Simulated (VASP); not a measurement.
# ZnO (nc) (P6_3mc) in VASP: notebook

One crystal, ZnO (nc), is run at these levels: PBE; tasks: single point, relaxation of shape and atoms at fixed volume.

Program: VASP 6.6.1. These are calculated values, not measurements. Logs are shortened: lines on timing, memory, paths and dates and some standing lists are left out, and cuts for length are marked.

**The experiment to reproduce.**

“Electronic structure of alkaline earth and post-transition metal oxides”, 2009, arxiv:0908.1581 quotes, for a bulk crystal of ZnO: band gap 3.37 eV.

How close the calculation comes is told below.

## Step 1: Starting point

Symmetry: P6_3mc, No. 186, hexagonal system. Conventional cell: a = 3.211 Å, b = 3.211 Å, c = 5.181 Å, α = 90.00°, β = 90.00°, γ = 120.00°. Zn (site symmetry 3m) is surrounded by 4 O at 1.96 Å. O (site symmetry 3m) is surrounded by 4 Zn at 1.96 Å.

## Step 2: Single point, PBE

Contents of INCAR:

```
SYSTEM = ZnO
PREC = Accurate
ENCUT = 520
EDIFF = 1E-7
ISMEAR = 0
SIGMA = 0.02
LREAL = .False.
LASPH = .True.
NELM = 100
ALGO = Fast
ISIF = 2
LWAVE = .False.
LCHARG = .False.
GGA = PE
NBANDS = 26
```

Contents of KPOINTS:

```
regular mesh
0
Gamma
  9 9 6
  0 0 0
```

Contents of POSCAR:

```
ZnO
1.0
    3.2113347345      0.0000000000      0.0000000000
   -1.6056673673      2.7810974601      0.0000000000
    0.0000000000      0.0000000000      5.1812708944
Zn O
2 2
Direct
    0.3333333333      0.6666666667      0.4999058603
    0.6666666667      0.3333333333     -0.0000941397
    0.6666666667      0.3333333333      0.3791041397
    0.3333333333      0.6666666667      0.8791041397
```

Potentials or basis: VASP PAW PBE potentials, release 64 (Zn, O).

Launch:

```console
$ cat potpaw_PBE.64/Zn/POTCAR potpaw_PBE.64/O/POTCAR > POTCAR
$ mpirun -np 1 vasp_std > vasp.out
```

OUTCAR:

```text
SYSTEM = ZnO
   PREC = Accurate
   ENCUT = 520
   EDIFF = 1E-7
   ISMEAR = 0
   LREAL = .False.
   LASPH = .True.
   NELM = 100
   ISIF = 2
   GGA = PE

 ion  position               nearest neighbor table
   1  0.333  0.667  0.500-   3 1.96   3 1.96   3 1.96   4 1.96
   2  0.667  0.333  1.000-   4 1.96   4 1.96   4 1.96   3 1.96
   3  0.667  0.333  0.379-   1 1.96   1 1.96   1 1.96   2 1.96
   4  0.333  0.667  0.879-   2 1.96   2 1.96   2 1.96   1 1.96

  LATTYP: Found a hexagonal cell.
 ALAT       =     3.2113347345
 C/A-ratio  =     1.6134322090

  Lattice vectors:

 A1 = (   3.2113347345,   0.0000000000,   0.0000000000)
 A2 = (  -1.6056673673,   2.7810974601,   0.0000000000)
 A3 = (   0.0000000000,   0.0000000000,   5.1812708944)

Analysis of symmetry for initial positions (statically):
=====================================================================
 Subroutine PRICEL returns:
 Original cell was already a primitive cell.

 Routine SETGRP: Setting up the symmetry group for a
 hexagonal supercell.

 Subroutine GETGRP returns: Found 12 space group operations
 (whereof  6 operations were pure point group operations)
 out of a pool of 24 trial point group operations.

The static configuration has the point symmetry C_3v.
 The point group associated with its full space group is C_6v.

Analysis of symmetry for dynamics (positions and initial velocities):
=====================================================================
 Subroutine PRICEL returns:
 Original cell was already a primitive cell.

 Routine SETGRP: Setting up the symmetry group for a
 hexagonal supercell.

 Subroutine GETGRP returns: Found 12 space group operations
 (whereof  6 operations were pure point group operations)
 out of a pool of 24 trial point group operations.

The dynamic configuration has the point symmetry C_3v.
 The point group associated with its full space group is C_6v.

 Subroutine INISYM returns: Found 12 space group operations
 (whereof  6 operations are pure point group operations),
 and found     1 'primitive' translations

----------------------------------------------------------------------------------------

                                     Primitive cell

  volume of cell :      46.2741

  direct lattice vectors                    reciprocal lattice vectors
     3.211334734  0.000000000  0.000000000     0.311396999  0.179785141  0.000000000
    -1.605667367  2.781097460  0.000000000     0.000000000  0.359570283  0.000000000
     0.000000000  0.000000000  5.181270894     0.000000000  0.000000000  0.193002840

  length of vectors
     3.211334734  3.211334734  5.181270894     0.359570283  0.359570283  0.193002840

  position of ions in fractional coordinates (direct lattice)
     0.333333333  0.666666667  0.499905860
     0.666666667  0.333333333  0.999905860
     0.666666667  0.333333333  0.379104140
     0.333333333  0.666666667  0.879104140

  ion indices of the primitive-cell ions
   primitive index   ion index
                 1           1
                 2           2
                 3           3
                 4           4

----------------------------------------------------------------------------------------

 KPOINTS: regular mesh

Automatic generation of k-mesh.
 Grid dimensions read from file:
 generate k-points for:    9    9    6

 Generating k-lattice:

  Cartesian coordinates                     Fractional coordinates (reciprocal lattice)
     0.034599667  0.019976127  0.000000000     0.111111111 -0.000000000  0.000000000
     0.000000000  0.039952254  0.000000000     0.000000000  0.111111111  0.000000000
     0.000000000  0.000000000  0.032167140     0.000000000  0.000000000  0.166666667

  Length of vectors
     0.039952254  0.039952254  0.032167140

  Shift w.r.t. Gamma in fractional coordinates (k-lattice)
     0.000000000  0.000000000  0.000000000

 Subroutine IBZKPT returns following result:
 ===========================================

 Found     48 irreducible k-points:

 Following reciprocal coordinates:
            Coordinates               Weight
  0.000000  0.000000  0.000000      1.000000
  0.111111  0.000000  0.000000      6.000000
  0.222222 -0.000000  0.000000      6.000000
  0.333333  0.000000  0.000000      6.000000
  0.444444 -0.000000  0.000000      6.000000
  0.111111  0.111111  0.000000      6.000000
[... 16 lines left out ...]
  0.333333  0.222222  0.166667     24.000000
  0.333333  0.333333  0.166667      4.000000
 [... further k-points ...]
   k-points           NKPTS =     48   k-points in BZ     NKDIM =     48   number of bands    NBANDS=     26
   number of dos      NEDOS =    301   number of ions     NIONS =      4
   total plane-waves  NPLWV =  23040
   dimension x,y,z NGX =    24 NGY =   24 NGZ =   40
   dimension x,y,z NGXF=    48 NGYF=   48 NGZF=   80
   ions per type =               2   2
   NGX,Y,Z   is equivalent  to a cutoff of  12.42, 12.42, 12.83 a.u.
   NGXF,Y,Z  is equivalent  to a cutoff of  24.85, 24.85, 25.67 a.u.
 SYSTEM =  ZnO
   PREC   = accura    normal or accurate (medium, high low for compatibility)
   ISTART =      0    job   : 0-new  1-cont  2-samecut
   ICHARG =      2    charge: 1-file 2-atom 10-const
   ISPIN  =      1    spin polarized calculation?
   LNONCOLLINEAR =      F non collinear calculations
   LSORBIT =      F    spin-orbit coupling
   LASPH  =      T    aspherical Exc in radial PAW
   ENCUT  =  520.0 eV  38.22 Ry    6.18 a.u.   5.97  5.97  9.63*2*pi/ulx,y,z
   NELM   =    100;   NELMIN=  2; NELMDL= -5     # of ELM steps
   EDIFF  = 0.1E-06   stopping-criterion for ELM
   LREAL  =      F    real-space projection
   EDIFFG = 0.1E-05   stopping-criterion for IOM
   NSW    =      0    number of steps for IOM
   IBRION =     -1    ionic relax: 0-MD 1-quasi-New 2-CG
   NFREE  =      0    steps in history (QN), initial steepest desc. (CG)
   ISIF   =      2    stress and relaxation
   ISYM   =      2    0-nonsym 1-usesym 2-fastsym
   POTIM  = 0.5000    time-step for ionic-motion
   TEBEG  =    0.0;   TEEND  =   0.0 temperature during run
   PSTRESS=    0.0 pullay stress
   NELECT =      36.0000    total number of electrons
   NUPDOWN=      -1.0000    fix difference up-down
   EMIN   =  10.00;   EMAX   =-10.00  energy-range for DOS
   EFERMI =   0.00;   METHOD = LEGACY
   ISMEAR =     0;   SIGMA  =   0.02  broadening in eV -4-tet -1-fermi 0-gaus
   EFERMI_NEDOS =   21; number of points for ismear=-14 and -15
   IALGO  =     68    algorithm
   IMIX   =      4    mixing-type and parameters
     AMIX     =   0.40;   BMIX     =  1.00
     AMIX_MAG =   1.60;   BMIX_MAG =  1.00
  volume/ion in A,a.u.               =      11.57        78.07
  Fermi-wavevector in a.u.,A,eV,Ry     =   1.505669  2.845303 30.844958  2.267040
  Thomas-Fermi vector in A             =   2.616488
   LORBIT       =      0    0 simple, 1 ext, 2 COOP (PROOUT), +10 PAW based schemes
   GGA     = PE    functional components
   LHFCALC =     F    Hartree Fock is set to
   AEXX    =    0.0000 exact exchange contribution
   IVDW    =     0    specifies the selected vdW correction
   LEPSILON=     F    determine dielectric tensor
   LRPA    =     F    only Hartree local field effects (RPA)
 non-spin polarized calculation
 RMM-DIIS sequential band-by-band and
 Gauss-broadening in eV      SIGMA  =   0.02
  energy-cutoff  :      520.00
  volume of cell :       46.27
 maximum number of plane-waves:      1272
 NGX is ok and might be reduce to    24
   NGX = 11   NGY = 11   NGZ = 19

 number of electron      36.0000002 magnetization

 Free energy of the ion-electron system (eV)
  ---------------------------------------------------
  ext. energy  EPLUGINS =         0.00000000
  ---------------------------------------------------
  free energy    TOTEN  =       -17.75418799 eV

  energy without entropy =      -17.75418799  energy(sigma->0) =      -17.75418799

 E-fermi :   1.6100     XC(G=0): -11.0635

 val. band max:        1.4703160101   @ k =   0.0000   0.0000   0.0000
 cond. band min:       2.2911611312   @ k =   0.0000   0.0000   0.0000
 fundamental gap:      0.8208451211
 Fermi energy:         1.6099769465

 k-point     1 :       0.0000    0.0000    0.0000
  band No.  band energies     occupation
      1     -16.8600      2.00000
      2     -16.0961      2.00000
      3      -4.4037      2.00000
      4      -4.3738      2.00000
      5      -4.3738      2.00000
      6      -4.3244      2.00000
[... 18 lines left out ...]
     25      15.8295      0.00000
     26      15.8295      0.00000

 k-point     2 :       0.1111    0.0000    0.0000
  band No.  band energies     occupation
      1     -16.7884      2.00000
      2     -16.0641      2.00000
      3      -4.4627      2.00000
      4      -4.3329      2.00000
      5      -4.2986      2.00000
      6      -4.2820      2.00000
[... 18 lines left out ...]
     25      15.8063      0.00000
     26      15.9800      0.00000

 k-point     3 :       0.2222   -0.0000    0.0000
  band No.  band energies     occupation
      1     -16.5975      2.00000
      2     -15.9877      2.00000
      3      -4.6285      2.00000
      4      -4.2838      2.00000
      5      -4.2371      2.00000
      6      -4.1401      2.00000
[... 18 lines left out ...]
     25      15.0948      0.00000
     26      15.9389      0.00000

 k-point     4 :       0.3333    0.0000    0.0000
  band No.  band energies     occupation
      1     -16.3546      2.00000
      2     -15.9164      2.00000
      3      -4.7236      2.00000
      4      -4.3484      2.00000
      5      -4.1496      2.00000
      6      -3.9570      2.00000
[... 18 lines left out ...]
     25      15.0456      0.00000
     26      15.7784      0.00000
[... 496 lines left out ...]
      1     -16.2124      2.00000
      2     -15.9164      2.00000
      3      -4.5506      2.00000
      4      -4.4592      2.00000
      5      -4.0703      2.00000
      6      -4.0267      2.00000
[... 18 lines left out ...]
     25      13.5164      0.00000
     26      16.8230      0.00000

 k-point    23 :       0.3333    0.2222    0.1667
  band No.  band energies     occupation
      1     -16.0559      2.00000
      2     -15.9102      2.00000
      3      -4.4813      2.00000
      4      -4.2837      2.00000
      5      -4.1009      2.00000
      6      -3.9069      2.00000
[... 18 lines left out ...]
     25      14.3132      0.00000
     26      15.8850      0.00000

 k-point    24 :       0.3333    0.3333    0.1667
  band No.  band energies     occupation
      1     -15.9553      2.00000
      2     -15.9553      2.00000
      3      -4.4045      2.00000
      4      -4.1304      2.00000
      5      -4.1304      2.00000
      6      -3.7968      2.00000
[... 18 lines left out ...]
     25      14.9910      0.00000
     26      16.1123      0.00000

 [... further k-points ...]
[... 5 lines left out ...]
  --------------------------------------------------------------------------------------
  -------------------------------------------------------------------------------------
  Total        3.0739328      3.0739328      3.0514509     -0.0000000     -0.0000000      0.0000000
  in kB      106.4306868    106.4306868    105.6522832     -0.0000000     -0.0000000      0.0000000
  external PRESSURE =     106.1712189 kB  Pullay stress =       0.0000000 kB

 VOLUME and BASIS-vectors are now :
 -----------------------------------------------------------------------------
  energy-cutoff  :      520.00
  volume of cell :       46.27
      direct lattice vectors                 reciprocal lattice vectors
     3.211334734  0.000000000  0.000000000     0.311396999  0.179785141  0.000000000
    -1.605667367  2.781097460  0.000000000     0.000000000  0.359570283  0.000000000
     0.000000000  0.000000000  5.181270894     0.000000000  0.000000000  0.193002840

 POSITION                                       TOTAL-FORCE (eV/Angst)
 -----------------------------------------------------------------------------------
     -0.00000      1.85406      2.59015        -0.000000      0.000000      0.004763
      1.60567      0.92703      5.18078         0.000000     -0.000000      0.004763
      1.60567      0.92703      1.96424        -0.000000     -0.000000     -0.004763
     -0.00000      1.85406      4.55488         0.000000      0.000000     -0.004763
 -----------------------------------------------------------------------------------
    total drift:                                0.000001      0.000001     -0.000224

  FREE ENERGIE OF THE ION-ELECTRON SYSTEM (eV)
  ---------------------------------------------------
  free  energy   TOTEN  =       -17.7541879910 eV

  energy  without entropy=      -17.7541879910  energy(sigma->0) =      -17.75418799
```

It took 30 s on 1 thread of Intel Xeon Platinum 8488C (Sapphire Rapids), shared host; peak memory 0.18 GiB.

What came out:

```yaml
Free_energy: -17.7542 eV
Pressure: 10.6 GPa
Largest_force: 0.005 eV/Å
Band_gap_on_the_k_mesh: 0.82 eV, direct
```

Forces in eV/Å, atoms in the order of the input:
```
Zn   0.000  0.000  0.005
Zn   0.000  0.000  0.005
O    0.000  0.000 -0.005
O    0.000  0.000 -0.005
```

Stress tensor (GPa, compression positive):
```
10.64  0.00  0.00
 0.00 10.64  0.00
 0.00  0.00 10.57
```

## Step 3: Relaxation of shape and atoms at fixed volume, PBE

Contents of INCAR:

```
PREC     = Accurate       # precision mode
ENCUT    = 600            # plane-wave cutoff, eV
EDIFF    = 1E-7           # SCF threshold, eV
ISMEAR   = 0              # smearing method
SIGMA    = 0.02           # smearing width, eV
LREAL    = False          # projectors in reciprocal space
LASPH    = True           # aspherical terms in the spheres
NELM     = 100            # most SCF steps
ALGO     = Normal         # electronic algorithm
ISIF     = 4              # what is computed and relaxed
LWAVE    = False          # write WAVECAR
LCHARG   = False          # write CHGCAR
GGA      = PE             # functional
IBRION   = 2              # ionic algorithm
NSW      = 50             # ionic steps
EDIFFG   = -0.01          # ionic threshold
```

Contents of KPOINTS:

```
Automatic mesh
0
Gamma
  9 9 6
```

POSCAR is that of step 2.

Potentials or basis: VASP PAW PBE potentials, release 64 (Zn, O).

Launch:

```console
$ cat potpaw_PBE.64/Zn/POTCAR potpaw_PBE.64/O/POTCAR > POTCAR
$ mpirun -np 1 vasp_std > vasp.out
```

Run time: 40 s. Hardware: 1 thread of Intel Xeon Platinum 8488C (Sapphire Rapids), shared host; peak memory 0.2 GiB.

The run converged. Its results:

```
Free energy                  : -17.7586 eV
Pressure after relaxing      : 10.4 GPa
Largest force after relaxing : 0.004 eV/Å
Band gap on the k mesh       : 0.82 eV, direct
```

Forces in eV/Å, atoms in the order of the input:
```
Zn   0.000  0.000  0.004
Zn   0.000  0.000  0.004
O    0.000  0.000 -0.004
O    0.000  0.000 -0.004
```

Final structure:
```yaml
crystal:
  lattice:
    - [3.21133, 0.00000, 0.00000]
    - [-1.60567, 2.78110, 0.00000]
    - [0.00000, 0.00000, 5.18127]
  atoms:
    - { symbol: Zn, position: [0.33333, 0.66667, 0.49991] }
    - { symbol: Zn, position: [0.66667, 0.33333, 0.99991] }
    - { symbol: O, position: [0.66667, 0.33333, 0.37910] }
    - { symbol: O, position: [0.33333, 0.66667, 0.87910] }
```

Levels at points of the mesh, in eV from the valence-band top:
```csv
k point,band 16,band 17,band 18,band 19,band 20,band 21
"(0.00, 0.00, 0.00)",-0.10,0.00,0.00,0.82,5.33,8.28
"(0.00, 0.00, 0.50)",-0.41,-0.41,-0.41,3.51,3.51,10.17
```

Caveat: the relaxation stopped at its first step, so nothing moved. A hybrid or GW would open this gap; PBE tends to underestimate it.

## Step 4: Against experiment

Step 2. Measured gap of ZnO: 3.37 eV (quoted in “Electronic structure of alkaline earth and post-transition metal oxides”, 2009, arxiv:0908.1581). This calculation gives 0.82 eV (-2.55 eV). So large a miss can be the level of theory's own, or it may mean another phase, state or a wrong row. The value is that of PBE, without temperature or zero-point motion. Semilocal functionals fall short of measured gaps as a rule.
